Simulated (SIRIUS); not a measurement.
Here is a SIRIUS 7.12.0 calculation.

Contents of sirius.json:

```json
{
  "control": {
    "processing_unit": "cpu",
    "std_evp_solver_name": "lapack",
    "gen_evp_solver_name": "lapack",
    "verbosity": 2,
    "print_forces": true,
    "ortho_rf": true,
    "use_second_variation": true,
    "rmt_max": 3.0,
    "num_bands_to_print": 18,
    "save_wf": true
  },
  "parameters": {
    "electronic_structure_method": "full_potential_lapwlo",
    "xc_functionals": ["XC_GGA_X_PBE", "XC_GGA_C_PBE"],
    "core_relativity": "dirac",
    "valence_relativity": "iora",
    "num_fv_states": 18,
    "smearing": "fermi_dirac",
    "smearing_width": 0.0011024797,
    "pw_cutoff": 20,
    "gk_cutoff": 3.79,
    "lmax_apw": 10,
    "lmax_rho": 8,
    "lmax_pot": 8,
    "num_mag_dims": 1,
    "auto_rmt": 0,
    "ngridk": [13, 13, 13],
    "shiftk": [0, 0, 0],
    "num_dft_iter": 80,
    "energy_tol": 1e-07,
    "density_tol": 1e-05,
    "use_symmetry": true
  },
  "settings": {"tol_ne": 1e-10},
  "iterative_solver": {"type": "exact"},
  "mixer": {"type": "anderson", "beta": 0.4, "max_history": 8},
  "unit_cell": {
    "lattice_vectors": [
      [-2.7268747978, 2.7268747978, 2.7268747978],
      [2.7268747978, -2.7268747978, 2.7268747978],
      [2.7268747978, 2.7268747978, -2.7268747978]
    ],
    "atom_types": ["Fe"],
    "atom_files": {"Fe": "Fe.json"},
    "atoms": {"Fe": [[0.0, 0.0, 0.0, 0.0, 0.0, 3.0]]}
  }
}
```

Contents of Fe.json:

```json
{
  "name": "iron",
  "symbol": "Fe",
  "number": 26,
  "mass": 55.845,
  "rmin": 1e-06,
  "rmt": 2.32,
  "nrmt": 800,
  "rinf": 15.61,
  "core": "1s2s2p",
  "valence": [
    {"basis": [{"enu": 0.08, "dme": 0, "n": 0, "auto": 0}, {"enu": 0.08, "dme": 1, "n": 0, "auto": 0}]},
    {"l": 0, "n": 1, "basis": [{"enu": 0.18, "dme": 0, "n": 0, "auto": 0}]},
    {"l": 1, "n": 2, "basis": [{"enu": 0.18, "dme": 0, "n": 0, "auto": 0}]},
    {"l": 2, "n": 3, "basis": [{"enu": 0.18, "dme": 0, "n": 0, "auto": 0}]},
    {"l": 3, "n": 4, "basis": [{"enu": 0.18, "dme": 0, "n": 0, "auto": 0}]}
  ],
  "lo": [
    {"l": 0, "basis": [{"enu": 0.18, "dme": 0, "n": 0, "auto": 0}, {"enu": 0.18, "dme": 1, "n": 0, "auto": 0}]},
    {
      "l": 0,
      "basis": [{"enu": -3.0486, "dme": 0, "n": 3, "auto": 1}, {"enu": -3.0486, "dme": 1, "n": 3, "auto": 1}]
    },
    {
      "l": 0,
      "basis": [{"enu": -3.0486, "dme": 1, "n": 3, "auto": 1}, {"enu": 0.18, "dme": 0, "n": 0, "auto": 0}]
    },
    {"l": 0, "basis": [{"enu": 0.18, "dme": 0, "n": 0, "auto": 0}, {"enu": 3.1527, "dme": 0, "n": 0, "auto": 0}]},
    {"l": 1, "basis": [{"enu": 0.18, "dme": 0, "n": 0, "auto": 0}, {"enu": 0.18, "dme": 1, "n": 0, "auto": 0}]},
    {
      "l": 1,
      "basis": [{"enu": -1.8194, "dme": 0, "n": 3, "auto": 1}, {"enu": -1.8194, "dme": 1, "n": 3, "auto": 1}]
    },
    {
      "l": 1,
      "basis": [{"enu": -1.8194, "dme": 1, "n": 3, "auto": 1}, {"enu": 0.18, "dme": 0, "n": 0, "auto": 0}]
    },
    {"l": 1, "basis": [{"enu": 0.18, "dme": 0, "n": 0, "auto": 0}, {"enu": 3.5985, "dme": 0, "n": 0, "auto": 0}]},
    {"l": 2, "basis": [{"enu": 0.18, "dme": 0, "n": 0, "auto": 0}, {"enu": 0.18, "dme": 1, "n": 0, "auto": 0}]},
    {"l": 2, "basis": [{"enu": 0.18, "dme": 1, "n": 0, "auto": 0}, {"enu": 0.18, "dme": 2, "n": 0, "auto": 0}]},
    {"l": 2, "basis": [{"enu": 0.18, "dme": 0, "n": 0, "auto": 0}, {"enu": 3.0783, "dme": 0, "n": 0, "auto": 0}]},
    {"l": 3, "basis": [{"enu": 0.18, "dme": 0, "n": 0, "auto": 0}, {"enu": 0.18, "dme": 1, "n": 0, "auto": 0}]},
    {"l": 3, "basis": [{"enu": 0.18, "dme": 0, "n": 0, "auto": 0}, {"enu": 3.4128, "dme": 0, "n": 0, "auto": 0}]}
  ],
  "free_atom": [... radial grid and density of the free atom, the start of the SCF ...]
}
```

Contents of sirius_start.json:

```json
{
  "control": {
    "processing_unit": "cpu",
    "std_evp_solver_name": "lapack",
    "gen_evp_solver_name": "lapack",
    "verbosity": 1,
    "print_forces": false,
    "ortho_rf": true,
    "use_second_variation": true,
    "rmt_max": 3.0,
    "num_bands_to_print": 18,
    "save_wf": false
  },
  "parameters": {
    "electronic_structure_method": "full_potential_lapwlo",
    "xc_functionals": ["XC_LDA_X", "XC_LDA_C_PW"],
    "core_relativity": "dirac",
    "valence_relativity": "iora",
    "num_fv_states": 18,
    "smearing": "fermi_dirac",
    "smearing_width": 0.0055123983,
    "pw_cutoff": 20,
    "gk_cutoff": 3.03,
    "lmax_apw": 10,
    "lmax_rho": 8,
    "lmax_pot": 8,
    "num_mag_dims": 1,
    "auto_rmt": 0,
    "ngridk": [5, 5, 5],
    "shiftk": [0, 0, 0],
    "num_dft_iter": 30,
    "energy_tol": 0.01,
    "density_tol": 0.05,
    "use_symmetry": true
  },
  "settings": {"tol_ne": 1e-10},
  "iterative_solver": {"type": "exact"},
  "mixer": {"type": "anderson", "beta": 0.4, "max_history": 8},
  "unit_cell": {
    "lattice_vectors": [
      [-2.7268747978, 2.7268747978, 2.7268747978],
      [2.7268747978, -2.7268747978, 2.7268747978],
      [2.7268747978, 2.7268747978, -2.7268747978]
    ],
    "atom_types": ["Fe"],
    "atom_files": {"Fe": "Fe.json"},
    "atoms": {"Fe": [[0.0, 0.0, 0.0, 0.0, 0.0, 3.0]]}
  }
}
```

Potentials or basis: all-electron FP-LAPW, apw+lo standard.

Run with:

```sh
$ OMP_NUM_THREADS=1 sirius.scf --input=sirius_start.json --output=start.json
$ OMP_NUM_THREADS=1 sirius.scf --input=sirius.json --output=output.json --task=1
```

(1) Estimate the net moment.

(2) Predict the site moments.

## Answers

(1) 2.24 μB per cell.

(2) Fe +2.30 μB.
